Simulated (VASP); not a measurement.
# MgO (P6_3mc) in VASP: notebook

Runs on MgO. Level: r2SCAN. Tasks: single point.

Program: VASP 6.6.1. These are calculated values, not measurements. Logs are shortened: lines on timing, memory, paths and dates and some standing lists are left out, and cuts for length are marked.

### 1 The crystal as given

It takes space group P6_3mc (No. 186, hexagonal). The conventional cell has a = 3.308 Å, b = 3.308 Å, c = 4.983 Å, α = 90.00°, β = 90.00°, γ = 120.00°. Mg (site symmetry 3m) is surrounded by 4 O at 1.97 to 1.99 Å. Around O (site symmetry 3m) lie 4 Mg at 1.97 to 1.99 Å.

Measurements of this composition are mostly on another form, of space group No. 225.

### 2 Single point, r2SCAN

INCAR reads:

```
SYSTEM = MgO
  PREC = Accurate
  ENCUT = 1100
  EDIFF = 1E-6
  ISMEAR = 0
  SIGMA = 0.05
  LREAL = .False.
  LASPH = .True.
  NELM = 100
  ALGO = Normal
  ISIF = 2
  LWAVE = .False.
  LCHARG = .False.
  METAGGA = R2SCAN
  LMIXTAU = .True.
  NBANDS = 16
  ADDGRID = .False.
```

KPOINTS reads:

```
Automatic mesh
0
Gamma
  3 3 2
  0 0 0
```

POSCAR reads:

```
MgO
1.0
    3.3077869865      0.0000000000      0.0000000000
   -1.6538934933      2.8646275606      0.0000000000
    0.0000000000      0.0000000000      4.9828816700
Mg O
2 2
Direct
    0.6747690000      0.3351150000      0.5028290000
    0.3311760000      0.6515210000      0.0154490000
    0.6888710000      0.3367780000      0.8828130000
    0.3168690000      0.6615630000      0.3988200000
```

Potentials or basis: VASP PAW PBE potentials, release 64 (Mg, O_h).

Launch:

```console
$ cat potpaw_PBE.64/Mg/POTCAR potpaw_PBE.64/O_h/POTCAR > POTCAR
$ mpirun -np 1 vasp_std > vasp.out
```

OUTCAR:

```text
SYSTEM = MgO
   PREC = Accurate
   ENCUT = 1100
   EDIFF = 1E-6
   ISMEAR = 0
   LREAL = .False.
   LASPH = .True.
   NELM = 100
   ISIF = 2
   METAGGA = R2SCAN

 Found     10 irreducible k-points:

 Following reciprocal coordinates:
            Coordinates               Weight
  0.000000  0.000000  0.000000      1.000000
  0.333333  0.000000  0.000000      2.000000
  0.000000  0.333333  0.000000      2.000000
 -0.333333  0.333333  0.000000      2.000000
  0.333333  0.333333  0.000000      2.000000
  0.000000  0.000000  0.500000      1.000000
   k-points           NKPTS =     10   k-points in BZ     NKDIM =     10   number of bands    NBANDS=     16
   number of dos      NEDOS =    301   number of ions     NIONS =      4
   total plane-waves  NPLWV =  69984
   dimension x,y,z NGX =    36 NGY =   36 NGZ =   54
   dimension x,y,z NGXF=    72 NGYF=   72 NGZF=  108
   ions per type =               2   2
   NGX,Y,Z   is equivalent  to a cutoff of  18.09, 18.09, 18.02 a.u.
   NGXF,Y,Z  is equivalent  to a cutoff of  36.19, 36.19, 36.03 a.u.
 SYSTEM =  MgO
   PREC   = accura    normal or accurate (medium, high low for compatibility)
   ISTART =      0    job   : 0-new  1-cont  2-samecut
   ICHARG =      2    charge: 1-file 2-atom 10-const
   ISPIN  =      1    spin polarized calculation?
   LNONCOLLINEAR =      F non collinear calculations
   LSORBIT =      F    spin-orbit coupling
   LASPH  =      T    aspherical Exc in radial PAW
   ENCUT  = 1100.0 eV  80.85 Ry    8.99 a.u.   8.95  8.95 13.48*2*pi/ulx,y,z
   NELM   =    100;   NELMIN=  2; NELMDL= -5     # of ELM steps
   EDIFF  = 0.1E-05   stopping-criterion for ELM
   LREAL  =      F    real-space projection
   EDIFFG = 0.1E-04   stopping-criterion for IOM
   NSW    =      0    number of steps for IOM
   IBRION =     -1    ionic relax: 0-MD 1-quasi-New 2-CG
   NFREE  =      0    steps in history (QN), initial steepest desc. (CG)
   ISIF   =      2    stress and relaxation
   ISYM   =      2    0-nonsym 1-usesym 2-fastsym
   POTIM  = 0.5000    time-step for ionic-motion
   TEBEG  =    0.0;   TEEND  =   0.0 temperature during run
   PSTRESS=    0.0 pullay stress
   NELECT =      16.0000    total number of electrons
   NUPDOWN=      -1.0000    fix difference up-down
   EMIN   =  10.00;   EMAX   =-10.00  energy-range for DOS
   EFERMI =   0.00;   METHOD = LEGACY
   ISMEAR =     0;   SIGMA  =   0.05  broadening in eV -4-tet -1-fermi 0-gaus
   EFERMI_NEDOS =   21; number of points for ismear=-14 and -15
   IALGO  =     38    algorithm
   IMIX   =      4    mixing-type and parameters
     AMIX     =   0.40;   BMIX     =  1.00
     AMIX_MAG =   1.60;   BMIX_MAG =  1.00
  volume/ion in A,a.u.               =      11.80        79.66
  Fermi-wavevector in a.u.,A,eV,Ry     =   1.141351  2.156842 17.724080  1.302683
  Thomas-Fermi vector in A             =   2.278052
   LORBIT       =      0    0 simple, 1 ext, 2 COOP (PROOUT), +10 PAW based schemes
   METAGGA = R2SCAN    functional components
   LHFCALC =     F    Hartree Fock is set to
   AEXX    =    0.0000 exact exchange contribution
   IVDW    =     0    specifies the selected vdW correction
   LEPSILON=     F    determine dielectric tensor
   LRPA    =     F    only Hartree local field effects (RPA)
 non-spin polarized calculation
 Gauss-broadening in eV      SIGMA  =   0.05
  energy-cutoff  :     1100.00
  volume of cell :       47.22
 maximum number of plane-waves:      3921
   NGX = 17   NGY = 17   NGZ = 27

 number of electron      16.0000000 magnetization

 Free energy of the ion-electron system (eV)
  ---------------------------------------------------
  ext. energy  EPLUGINS =         0.00000000
  ---------------------------------------------------
  free energy    TOTEN  =       -31.67826634 eV

  energy without entropy =      -31.67826634  energy(sigma->0) =      -31.67826634

 E-fermi :   1.2678     XC(G=0): -10.1919

 val. band max:        0.9490167065   @ k =   0.0000   0.0000   0.0000
 cond. band min:       5.1475057968   @ k =   0.0000   0.0000   0.0000
 fundamental gap:      4.1984890903
 Fermi energy:         1.2677829567

 k-point     1 :       0.0000    0.0000    0.0000
  band No.  band energies     occupation
      1     -16.1787      2.00000
      2     -15.3309      2.00000
      3      -2.2171      2.00000
      4       0.1677      2.00000
      5       0.3166      2.00000
      6       0.7035      2.00000
[... 8 lines left out ...]
     15      18.3966      0.00000
     16      18.9396      0.00000

 k-point     2 :       0.3333    0.0000    0.0000
  band No.  band energies     occupation
      1     -15.7605      2.00000
      2     -15.2360      2.00000
      3      -1.5283      2.00000
      4      -1.2406      2.00000
      5      -0.8259      2.00000
      6      -0.0949      2.00000
[... 8 lines left out ...]
     15      16.5755      0.00000
     16      18.0012      0.00000

 k-point     3 :       0.0000    0.3333    0.0000
  band No.  band energies     occupation
      1     -15.7765      2.00000
      2     -15.2223      2.00000
      3      -1.5935      2.00000
      4      -1.2832      2.00000
      5      -0.6911      2.00000
      6      -0.1686      2.00000
[... 8 lines left out ...]
     15      16.8962      0.00000
     16      17.9534      0.00000

 k-point     4 :      -0.3333    0.3333    0.0000
  band No.  band energies     occupation
      1     -15.7826      2.00000
      2     -15.2151      2.00000
      3      -1.6240      2.00000
      4      -1.3114      2.00000
      5      -0.6731      2.00000
      6      -0.1844      2.00000
[... 8 lines left out ...]
     15      16.9707      0.00000
     16      17.8433      0.00000

 k-point     5 :       0.3333    0.3333    0.0000
  band No.  band energies     occupation
      1     -15.5187      2.00000
      2     -15.2128      2.00000
      3      -1.7096      2.00000
      4      -1.0282      2.00000
      5      -0.7588      2.00000
      6      -0.2803      2.00000
[... 8 lines left out ...]
     15      15.9112      0.00000
     16      18.6759      0.00000

 k-point     6 :       0.0000    0.0000    0.5000
  band No.  band energies     occupation
      1     -15.9250      2.00000
      2     -15.6117      2.00000
      3      -1.0436      2.00000
      4      -0.9039      2.00000
      5       0.2460      2.00000
      6       0.3533      2.00000
[... 8 lines left out ...]
     15      16.7040      0.00000
     16      16.7453      0.00000

 [... further k-points ...]

------------------------ aborting loop because EDIFF is reached ----------------------------------------

  FORCE on cell =-STRESS in cart. coord.  units (eV):
  Direction    XX          YY          ZZ          XY          YZ          ZX
  --------------------------------------------------------------------------------------
  -------------------------------------------------------------------------------------
  Total       -0.3934968     -1.3323242      2.2963559      0.9180662      0.0691274     -0.0743027
  in kB      -13.3525906    -45.2099718     77.9226129     31.1528876      2.3457115     -2.5213240
  external PRESSURE =       6.4533502 kB  Pullay stress =       0.0000000 kB

 VOLUME and BASIS-vectors are now :
 -----------------------------------------------------------------------------
  energy-cutoff  :     1100.00
  volume of cell :       47.22
      direct lattice vectors                 reciprocal lattice vectors
     3.307786987  0.000000000  0.000000000     0.302316928  0.174542760  0.000000000
    -1.653893493  2.864627561  0.000000000     0.000000000  0.349085519  0.000000000
     0.000000000  0.000000000  4.982881670     0.000000000  0.000000000  0.200687086

 POSITION                                       TOTAL-FORCE (eV/Angst)
 -----------------------------------------------------------------------------------
      1.67775      0.95998      2.50554        -0.657026     -0.280525     -0.202514
      0.01791      1.86637      0.07698         0.367002      0.399927     -1.355890
      1.72164      0.96474      4.39895        -0.508566     -0.381729      1.535369
     -0.04602      1.89513      1.98727         0.798590      0.262327      0.023036
 -----------------------------------------------------------------------------------
    total drift:                               -0.000000      0.000217     -0.000103

  FREE ENERGIE OF THE ION-ELECTRON SYSTEM (eV)
  ---------------------------------------------------
  free  energy   TOTEN  =       -31.6782663435 eV

  energy  without entropy=      -31.6782663435  energy(sigma->0) =      -31.67826634
```

Wall time 2.7 min (1 thread of AMD EPYC 7R43 (Zen 3), shared host); peak memory 0.21 GiB.

These settings aren't checked as converged: the numbers below hold their error.

Results:

```
Free energy            : -31.6783 eV
Pressure               : 0.6 GPa
Largest force          : 1.662 eV/Å
Band gap on the k mesh : 4.20 eV, direct
```

Caveat: the k mesh is coarse (spacing up to 0.73 Å⁻¹), so the values aren't converged; the PAW data sets were made with another functional, which shifts forces and pressure a little.

### 3 Single point, r2SCAN

INCAR, as its differences from that of step 2:

```diff
@@ -2,3 +2,3 @@
   PREC = Accurate
-  ENCUT = 1100
+  ENCUT = 800
   EDIFF = 1E-6
```

KPOINTS reads:

```
Automatic mesh
0
Gamma
  4 4 2
  0 0 0
```

POSCAR reads:

```
MgO
1.0
    3.3077869865      0.0000000000      0.0000000000
   -1.6538934933      2.8646275606      0.0000000000
    0.0000000000      0.0000000000      4.9828816700
Mg O
2 2
Direct
    0.6666666667      0.3333333333      0.5021597400
    0.3333333333      0.6666666667      0.0021597400
    0.6666666667      0.3333333333      0.9024402600
    0.3333333333      0.6666666667      0.4024402600
```

Potentials or basis: VASP PAW PBE potentials, release 64 (Mg, O_h).

Launch:

```console
$ cat potpaw_PBE.64/Mg/POTCAR potpaw_PBE.64/O_h/POTCAR > POTCAR
$ mpirun -np 1 vasp_std > vasp.out
```

OUTCAR:

```text
SYSTEM = MgO
   PREC = Accurate
   ENCUT = 800
   EDIFF = 1E-6
   ISMEAR = 0
   LREAL = .False.
   LASPH = .True.
   NELM = 100
   ISIF = 2
   METAGGA = R2SCAN

 Found      8 irreducible k-points:

 Following reciprocal coordinates:
            Coordinates               Weight
  0.000000  0.000000  0.000000      1.000000
  0.250000  0.000000  0.000000      6.000000
  0.500000  0.000000  0.000000      3.000000
  0.250000  0.250000  0.000000      6.000000
  0.000000  0.000000  0.500000      1.000000
  0.250000  0.000000  0.500000      6.000000
[... 194 lines left out ...]
  Direction    XX          YY          ZZ          XY          YZ          ZX
  --------------------------------------------------------------------------------------
  -------------------------------------------------------------------------------------
  Total       -1.0750480     -1.0750480     -0.9896855      0.0000000      0.0000000      0.0000000
  in kB      -36.4797766    -36.4797766    -33.5831574      0.0000000      0.0000000      0.0000000
  external PRESSURE =     -35.5142368 kB  Pullay stress =       0.0000000 kB

 VOLUME and BASIS-vectors are now :
 -----------------------------------------------------------------------------
  energy-cutoff  :      800.00
  volume of cell :       47.22
      direct lattice vectors                 reciprocal lattice vectors
     3.307786987  0.000000000  0.000000000     0.302316928  0.174542760  0.000000000
    -1.653893493  2.864627561  0.000000000     0.000000000  0.349085519  0.000000000
     0.000000000  0.000000000  4.982881670     0.000000000  0.000000000  0.200687086

 POSITION                                       TOTAL-FORCE (eV/Angst)
 -----------------------------------------------------------------------------------
      1.65389      0.95488      2.50220         0.000000     -0.000000      0.032744
     -0.00000      1.90975      0.01076        -0.000000      0.000000      0.032744
      1.65389      0.95488      4.49675         0.000000     -0.000000     -0.032744
     -0.00000      1.90975      2.00531        -0.000000      0.000000     -0.032744
 -----------------------------------------------------------------------------------
    total drift:                               -0.000000      0.000000      0.010600

  FREE ENERGIE OF THE ION-ELECTRON SYSTEM (eV)
  ---------------------------------------------------
  free  energy   TOTEN  =       -31.8683975751 eV

  energy  without entropy=      -31.8683975751  energy(sigma->0) =      -31.86839758
```

OSZICAR:

```text
N       E                     dE             d eps       ncg     rms          rms(c)
DAV:   1     0.108833630439E+03    0.10883E+03   -0.96986E+03   256   0.131E+03
DAV:   2    -0.263379453467E+02   -0.13517E+03   -0.12142E+03   400   0.226E+02
DAV:   3    -0.410590735437E+02   -0.14721E+02   -0.14593E+02   288   0.859E+01
[... 12 lines left out ...]
DAV:  16    -0.318683813570E+02   -0.47445E-05   -0.49717E-05   256   0.906E-02    0.183E-03
DAV:  17    -0.318684014220E+02   -0.20065E-04   -0.45204E-06   256   0.251E-02    0.415E-03
DAV:  18    -0.318683929599E+02    0.84621E-05   -0.15625E-06   192   0.152E-02    0.113E-03
DAV:  19    -0.318683982869E+02   -0.53270E-05   -0.15638E-06   192   0.121E-02    0.441E-04
DAV:  20    -0.318683975751E+02    0.71181E-06   -0.14258E-07   128   0.315E-03
   1 F= -.31868398E+02 E0= -.31868398E+02  d E =-.169416E-18
```

stdout:

```text
POSCAR found type information on POSCAR MgO
 POSCAR found :  2 types and       4 ions
 scaLAPACK will be used
 -----------------------------------------------------------------------------
|                                                                             |
|                                                                             |
|     You enforced a specific xc type in the INCAR file but a different       |
|     I HOPE YOU KNOW WHAT YOU ARE DOING!                                     |
|                                                                             |
 -----------------------------------------------------------------------------

 LDA part: xc-table for (None), standard interpolation
 POSCAR, INCAR and KPOINTS ok, starting setup
 FFT: planning ... GRIDC
 FFT: planning ... GRID_SOFT
 FFT: planning ... GRID
 WAVECAR not read
 entering main loop
```

Wall time 75 s (1 thread of AMD EPYC 7R43 (Zen 3), shared host); peak memory 0.18 GiB.

The run converged, but some of its settings lie outside the range that counts as converged, so its numbers aren't taken as properties of the crystal.

Results:

```
Free energy            : -31.8684 eV
Largest force          : 0.033 eV/Å
Band gap on the k mesh : 4.12 eV, direct
```

Caveat: the k mesh is coarse (spacing up to 0.63 Å⁻¹), so the values aren't converged; the cutoff is under 1.25 times the usual one of these potentials, so pressure, stress and relaxed cells hold a basis-set (Pulay) error; the PAW data sets were made with another functional, which shifts forces and pressure a little.

### 4 Single point, r2SCAN

INCAR is that of step 3.

KPOINTS is that of step 3.

POSCAR reads:

```
MgO
1.0
    3.3077869865      0.0000000000      0.0000000000
   -1.6538934933      2.8646275606      0.0000000000
    0.0000000000      0.0000000000      4.9828816700
Mg O
2 2
Direct
    0.6747690000      0.3351150000      0.5028290000
    0.3311760000      0.6515210000      0.0154490000
    0.6888710000      0.3367780000      0.8828130000
    0.3168690000      0.6615630000      0.3988200000
```

Launch:

```console
$ cat potpaw_PBE.64/Mg/POTCAR potpaw_PBE.64/O_h/POTCAR > POTCAR
$ mpirun -np 1 vasp_std > vasp.out
```

Run time: 2.7 min. Hardware: 1 thread of AMD EPYC 7R43 (Zen 3), shared host; peak memory 0.19 GiB.

These settings aren't checked as converged: the numbers below hold their error.

What came out:

```
Free energy            : -31.7033 eV
Largest force          : 1.649 eV/Å
Band gap on the k mesh : 4.20 eV, direct
```

Caveat: the k mesh is coarse (spacing up to 0.63 Å⁻¹), so the values aren't converged; the cutoff is under 1.25 times the usual one of these potentials, so pressure, stress and relaxed cells hold a basis-set (Pulay) error; the PAW data sets were made with another functional, which shifts forces and pressure a little.

(Continued in part 2 of 2.)
